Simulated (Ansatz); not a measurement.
## What each level of theory costs: a 2×2×1 supercell of HfO2 (P2_1/c), atoms displaced at random by about 0.04 Å along each cell vector, on 1 × H100

Program: Ansatz 0.2.0. No other job shared the machine, and each run was timed once from launch to exit. Hardware: a node with eight NVIDIA H100 80GB cards and 96 AMD EPYC 7R13 cores; a node with four NVIDIA GB200 cards and 144 Grace (Neoverse V2) cores. Times and memory are rounded to two significant figures, and ratios are formed from the unrounded values. A row is a single run, so small differences between rows aren't established. System services beside the runs took up to 5 cores (rounded up). Runs with a thread on every core shared the cores with them. Precision is the program's default, which can work at lower precision in parts of a run. Card memory is the largest of readings taken every 0.4 s, so short peaks can be missed, and it isn't given for runs under about 3 s. It shows what a run took, which needn't be the least that it can run in: the program holds more work at once where threads and free memory allow.

The first rung is PBE.

Commands are shown without the flags for output files and display.

The folder soft_1 holds one of the program's own sets of PAW files, generated with PBE and used with every functional where the input names it.

```
atoms                                                              : 48
valence electrons                                                  : 608
cell volume                                                        : 546.1 Å³
cutoff (chosen by the program)                                     : 420 eV
k mesh                                                             : 2×2×4
k points solved                                                    : 12
symmetry operations used (translations within a supercell counted) : 1
plane waves at Γ                                                   : 10683
dense FFT grid                                                     : 72×72×36
bands at the start                                                 : 365
spin                                                               : none
first density                                                      : superposed atoms
```

Input:

```yaml
crystal:
  lattice:
    - [10.188350, 0.000000, 0.000000]
    - [0.000000, 10.301290, 0.000000]
    - [-0.876169, 0.000000, 5.202953]
  atoms:
    - { symbol: Hf, position: [0.138440, 0.233886, 0.700846] }
    - { symbol: Hf, position: [0.365828, 0.478026, 0.790110] }
    - { symbol: Hf, position: [0.369390, 0.271579, 0.291768] }
    # ... 44 more atoms, left out here ...
    - { symbol: O, position: [0.533272, 0.578881, 0.841043] }
kpoints:
  mp_grid: { grid: [2, 2, 4] }
hamiltonian:
  xc: pbe
  pseudopotentials: { azcp: { folder: soft_1 } }
scf:
  occupations: { method: fixed }
output: { forces: true, stress: true }
```

Command for every rung:

```bash
ansatz run input.yaml --backend cuda --devices 1
```

Lines that stand in the other rungs' inputs in place of, or beside, those above:

```yaml
# r2SCAN
hamiltonian:
  xc: r2scan
# PBE with spin-orbit coupling
hamiltonian:
  pseudopotentials: { kind: paw_fr, azcp: { folder: soft_1 } }
magnetization: { noncollinear: true, spin_orbit: true }
output: { eigenvalues: true }
# PBE, all-electron LAPW
hamiltonian:
  pseudopotentials: { kind: all_electron, lapw: {} }
# HSE06
hamiltonian:
  xc: hse06
# PBE0
hamiltonian:
  xc: pbe0
```

```
                       level  wall time  SCF clock  outside it   outputs asked  electrons in bands  bands at the start  cutoff (eV)  dense FFT grid  XC grid (× dense grid)  k points  SCF iterations  residual at close (eV)  eigensolver  threads  host memory (GiB)  fullest card (GiB)                                                                                                                                                                                  remarks
                         PBE      3.0 s      1.2 s       1.8 s  forces, stress                 608                 365          420        72×72×36                       8        12              12                    2e-7      band CG       48                1.5                  19                                                                                                                                                                                         
PBE with spin-orbit coupling      8.1 s      5.8 s       2.3 s     eigenvalues                 608                 730          420        72×72×36                       1        12              13                    2e-8      band CG       48                2.0                  54                                                                                                                                                                        card 54 of 80 GiB
                        PBE0       48 s       44 s       4.0 s  forces, stress                 608                 365          420        72×72×36                       8        12              24                             Davidson       96                8.8                  61  card 61 of 80 GiB; band table 4.0 s; SCF threshold loose for stress (1e-7 against 1.6e-9 eV); exchange threshold loose for stress (1e-6 against 1.6e-7 eV); exchange on 50×50×27 points
                       HSE06       50 s       45 s       4.4 s  forces, stress                 608                 365          420        72×72×36                       8        12              26                             Davidson       96                8.9                  61  card 61 of 80 GiB; band table 4.2 s; SCF threshold loose for stress (1e-7 against 1.6e-9 eV); exchange threshold loose for stress (1e-6 against 1.6e-7 eV); exchange on 50×50×27 points
      PBE, all-electron LAPW       81 s       78 s       2.6 s  forces, stress                 960                 576          593        90×90×48                                12              14                    3e-8     Davidson       96                8.4                  45                                                                                                                                                            card 45 of 80 GiB; slots 12→5
```

The SCF clock is the program's own. It runs from the start of the first SCF loop to the final result and holds forces, stress, later SCFs and response steps. Outside it lie start-up, exit and the set-up ahead of the first loop, which depends on the cell and the method.

On cards the PAW terms of the exact-exchange stress are formed on the host, whole or in part, so cards needn't shorten that step. SCF iterations are those that the program logged, summed over all steps and exchange cycles of a run; an SCF made in search of a lower state can go uncounted. A hybrid's count includes the PBE SCF that it starts from. LAPW's cutoff and plane waves are those at the start; the program can enlarge the basis.

«slots a→b»: to fit the memory the program cut the eigensolver solves (one k point and spin each) that it holds at once from a to b, which trades time for memory. «SCF threshold loose for stress (a against b)»: the program warns that its threshold a on the density residual is looser than the b that it advises where a stress is wanted. The warning is on the threshold set and not on the residual reached, which can lie below it; a run set to the advised value can need more iterations. «exchange threshold loose for stress (a against b)»: the same warning for the energy threshold of a hybrid's exchange loop, again on the value set and not on the value reached. «exchange on a×b×c points»: exact exchange forms its pair densities on this grid and not on the dense one, without the augmentation charges, which are treated apart. «band table a s»: behind the SCF the program solved its bands further for a band table, asked for or not, which took a s of the SCF clock (told where that is 5 % of it or more). «card a of b GiB» or «host a of b GiB»: the run took three quarters or more of a card's memory (or the program reckoned to fill 85 % of what was free), or 60 % or more of the host memory that it had. The program fits its work to the free memory, so such a run may be limited by memory even where its log doesn't say so. Rows whose remarks tell of memory aren't like for like with rows without. Of long logs only the start and the end were kept, so a limit that memory set in between can be missed.

The machines don't compute alike at the default precision: the logs show emulated matrix products on GB200.

The rungs don't all ask for the same outputs, so their times differ by more than the level of theory.

The program sets the grid for exchange-correlation by functional and task; the column gives its points per point of the dense FFT grid (LAPW has grids of its own).

The residual is the density residual (dr2) at which the first SCF closed; hybrids, which run several SCFs, have none listed. The eigensolver is the one reported for the main SCF.

At its default thresholds the program warns of the stress for hybrids alone, so a rung without the warning needn't be the more tightly converged one. The first rung closed at 2e-7 eV, above the 4.8e-9 eV that the program advises for its stress (1e-10 eV an atom; for hybrids it counts 16 atoms at most).

The PAW files were made with PBE; for other functionals the program regenerates the frozen cores at set-up.

The stress takes 17 s of the 48 s of PBE0, 17 s of the 50 s of HSE06.

The first rung takes only 3.0 s, 1.2 s of it on the SCF clock, in a single run. That is too short to divide by, since fixed costs and noise weigh heavily on it, so no ratios to it are given. The cost of one level against another in a larger system can differ much from what these times suggest.

The same inputs on other machines (1 × GB200: ansatz run input.yaml --backend cuda --devices 1). Wall time, with the SCF clock in brackets, then large parts of it, card memory and remarks (warnings on the input's settings that the first machine's log also gives are left out). A blank cell is a run that wasn't made, didn't finish or can't be compared:

```csv
level,1 × GB200
HSE06,40 s (36 s; 63 GiB; stress 12 s; band table 3.1 s)
PBE,2.0 s (0.88 s)
PBE with spin-orbit coupling,5.7 s (4.2 s; 56 GiB)
"PBE, all-electron LAPW",64 s (62 s; 110 GiB)
PBE0,38 s (35 s; 63 GiB; stress 12 s; band table 3.1 s)
r2SCAN,3.2 s (1.5 s; 20 GiB)
```

On some of these machines the first rung is short, so ratios to it would be rough.

The program's choice of threads differs by rung: 72 or 144 on 1 × GB200.

Q: How long does r2SCAN take on 1 × H100?

A: 4.5 s, against 3.0 s for the first rung, at a cutoff of 500 eV, in 11 SCF iterations against 12; peak host memory 1.8 GiB, 19 GiB on the fullest card. Of the wall time 2.1 s is on the SCF clock and 2.4 s outside. On the SCF clock alone it is 2.1 s against 1.2 s. Its dense FFT grid has 75×80×40 points, against 72×72×36 (1.3 times as many). Its exchange-correlation grid has 64 points per point of the dense FFT grid, against 8.
